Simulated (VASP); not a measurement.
Here is a VASP 6.6.1 calculation.

File INCAR:

```
ALGO = Fast
EDIFF = 1E-6
EDIFFG = -0.04
ENCUT = 600
GGA = PE
IBRION = 2
ISIF = 3
ISMEAR = 0
LASPH = True
LCHARG = False
LREAL = False
LWAVE = False
NELM = 60
NSW = 90
PREC = Accurate
SIGMA = 0.1
```

Contents of KPOINTS:

```
k-points
0
Gamma
  4 4 4
```

Contents of POSCAR:

```
Zr3B5
1.0
    3.9280068800      0.0000000000      0.0000000000
    0.0000000000      3.9280068800      0.0000000000
    0.0000000000      0.0000000000      3.9280068800
Zr B
3 5
Direct
    0.5000000000      0.0000000000      0.0000000000
    0.0000000000      0.5000000000      0.0000000000
    0.0000000000      0.0000000000      0.5000000000
    0.0000000000      0.5000000000      0.5000000000
    0.5000000000      0.0000000000      0.5000000000
    0.5000000000      0.5000000000      0.0000000000
    0.5000000000      0.5000000000      0.5000000000
    0.0000000000      0.0000000000      0.0000000000
```

Potentials or basis: VASP PAW PBE potentials, release 64 (Zr_sv, B).

Command:

```console
$ cat potpaw_PBE.64/Zr_sv/POTCAR potpaw_PBE.64/B/POTCAR > POTCAR
$ mpirun -np 1 vasp_std > vasp.out
```

(1) What does it give for the relaxed cell?

(2) Predict the space group after relaxing (to 0.05 Å).

## Answers

(1) a = 4.801 Å, b = 4.801 Å, c = 4.801 Å, α = 90.00°, β = 90.00°, γ = 90.00°.

(2) Pm-3m (No. 221).

Caveat: the k mesh is coarse (spacing up to 0.40 Å⁻¹), so the values aren't converged.
